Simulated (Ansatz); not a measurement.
**SiNi: the crystal squeezed far**

Aim: compress SiNi (WC type) step by step, far beyond the usual range, and follow pressure and electronic structure. Methods of the runs shown: PAW.

Program: Ansatz 0.2.0. Level of theory: DFT, PBE, PAW with Ansatz's default frozen-core files, scalar-relativistic. These are calculated values, not measurements.

## 1. The structure to begin with

Symmetry: P-6m2, No. 187, hexagonal system. The conventional cell has a = 3.041 Å, b = 3.041 Å, c = 2.980 Å, α = 90.00°, β = 90.00°, γ = 120.00°. Ni (site symmetry -6m2) is surrounded by 6 Si at 2.30 Å. Around Si (site symmetry -6m2) lie 6 Ni at 2.30 Å.

Structure file:

```xyz
2
Lattice="3.0406 0.0000 0.0000 -1.5203 2.6332 0.0000 0.0000 0.0000 2.9798" Properties=species:S:1:pos:R:3 pbc="T T T"
Ni    0.0000    0.0000    0.0000
Si    0.0000    1.7555    1.4899
```

Whether this phase is the stable one at these pressures isn't tested.

Atoms are numbered in the order of the input: Ni1, Si2.

## 2. Cell relaxed at zero pressure, PAW

The input, input.yaml:

```yaml
crystal:
  lattice:
    - [3.0405725505, 0.0, 0.0]
    - [-1.5202862752, 2.6332130708, 0.0]
    - [0.0, 0.0, 2.9797610994]
  atoms:
    - { symbol: Ni, position: [0.0, 0.0, 0.0] }
    - { symbol: Si, position: [0.3333333333, 0.6666666667, 0.5] }
kpoints:
  mp_grid: { grid: [14, 14, 13] }
scf:
  occupations: { method: fermi_dirac, width: 0.1 }
hamiltonian:
  xc: pbe
  pseudopotentials: { kind: paw }
output:
  forces: true
  stress: true
relax:
  f_tol: 0.005
  max_steps: 40
  cell: {}
```

Launch:

```
> ansatz run input.yaml --threads 1 --pin off --max-ram 2048MiB --backend cpu --events-out ev --progress --plain --runs-dir out
```

The runs that follow: Volume scaled by 1, PAW; Shape and atoms relaxed at 0.94 of the volume, PAW; Volume scaled by 0.94, PAW; Shape and atoms relaxed at 0.88 of the volume, PAW; Volume scaled by 0.88, PAW; Shape and atoms relaxed at 0.8 of the volume, PAW; Volume scaled by 0.8, PAW; Shape and atoms relaxed at 0.72 of the volume, PAW; Volume scaled by 0.72, PAW; Shape and atoms relaxed at 0.64 of the volume, PAW; Volume scaled by 0.64, PAW; Shape and atoms relaxed at 0.55 of the volume, PAW; Volume scaled by 0.55, PAW; Volume scaled by 0.55, PAW (partial_waves polarizable).

**Question.** What will these runs give? Wanted: PAW pressure at 0.55 of the volume; PAW; fitted bulk modulus at zero pressure.

**Answer**, as computed:

| quantity | value |
| --- | --- |
| PAW pressure at 0.55 of the volume | 243.5 GPa |
| PAW (partial_waves polarizable) pressure at 0.55 of the volume | 243.5 GPa |
| fitted bulk modulus at zero pressure (PAW) | 163 GPa |
| its pressure derivative | 3.19 |

**Reading.** By PAW the pressure climbs to 243 GPa at 0.55 of the first volume. A third-order Birch-Murnaghan curve fits the range only roughly (B₀ = 163 GPa, B′ = 3.19, misfit at most 21.21 GPa). A fit over so wide a range leans to the high pressures, so B₀ can be off by several per cent. No all-electron run checks these rows here, and frozen cores can fail under such compression. The ions are at rest, and the electrons smeared by 0.1 eV. Spin polarisation is left out here, though a magnetic state may lie well lower.
